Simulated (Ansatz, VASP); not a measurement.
Two plane-wave programs on Ir

Contents of INCAR:

```
SYSTEM = Ir
PREC     = Accurate       ! precision mode
ENCUT    = 600            ! plane-wave cutoff, eV
EDIFF    = 1E-6           ! SCF threshold, eV
ISMEAR   = 0              ! smearing method
SIGMA    = 0.1            ! smearing width, eV
LREAL    = .FALSE.        ! projectors in reciprocal space
LASPH    = .TRUE.         ! aspherical terms in the spheres
NELM     = 100            ! most SCF steps
ALGO     = Normal         ! electronic algorithm
ISIF     = 3              ! what is computed and relaxed
LWAVE    = .FALSE.        ! write WAVECAR
LCHARG   = .FALSE.        ! write CHGCAR
GGA      = PS             ! functional
IBRION   = 2              ! ionic algorithm
NSW      = 100            ! ionic steps
EDIFFG   = -0.005         ! ionic threshold
```

Contents of KPOINTS:

```
regular mesh
0
G
  18 18 18
  0 0 0
```

The input POSCAR:

```
Ir
1.0
    0.0000000000      1.9156000000      1.9156000000
    1.9156000000      0.0000000000      1.9156000000
    1.9156000000      1.9156000000      0.0000000000
Ir
1
Direct
    0.0000000000      0.0000000000      0.0000000000
```

Input for Ansatz:

```yaml
crystal:
  lattice:
    - [0.0, 1.9156, 1.9156]
    - [1.9156, 0.0, 1.9156]
    - [1.9156, 1.9156, 0.0]
  atoms:
    - { symbol: Ir, position: [0.0, 0.0, 0.0] }
basis:
  ecutwfc: 420
kpoints:
  mp_grid: { grid: [18, 18, 18] }
hamiltonian:
  xc: pbesol
scf:
  occupations: { method: gaussian, width: 0.1 }
output:
  forces: true
  stress: true
  eigenvalues: true
  write_density: true
  write_potential: true
  elf: true
  volumetric_format: npy
relax:
  adjacent_minimum: "off"
  f_tol: 0.005
  max_steps: 80
  cell: { stress_tol: 0.05 }
```

Alike in both runs: task relaxation of cell and atoms; functional PBEsol; k mesh 18 × 18 × 18; occupations gaussian, width 0.1 eV; no spin polarisation.

|  | VASP | Ansatz |
| --- | --- | --- |
| version | VASP 6.6.1 | Ansatz 0.2.0 |
| potentials or method | VASP PAW PBE potentials, release 64 (Ir) | scalar-relativistic, plane waves, PAW |
| plane-wave cutoff (eV) | 600 | 420 |
| valence electrons in the cell | 9 | 17 |

|  | VASP | Ansatz | Ansatz less VASP |
| --- | --- | --- | --- |
| gap on the k mesh at the Fermi level, each at its own relaxed structure (eV) | none | none | - |
| relaxed volume (Å³/atom) | 14.09 | 14.05 | -0.037 |
| relaxed cell length with the largest relative difference (Å) | 2.711 | 2.708 | -0.0024 |

A gap of «none» marks a metal or a gap that the smearing closes. The two sets of potentials don't hold the same shells in valence.

Caveats: the PAW data sets were made with another functional, which shifts forces and pressure a little (VASP). The runs have no spin-orbit coupling, so splittings on Ir are missing.
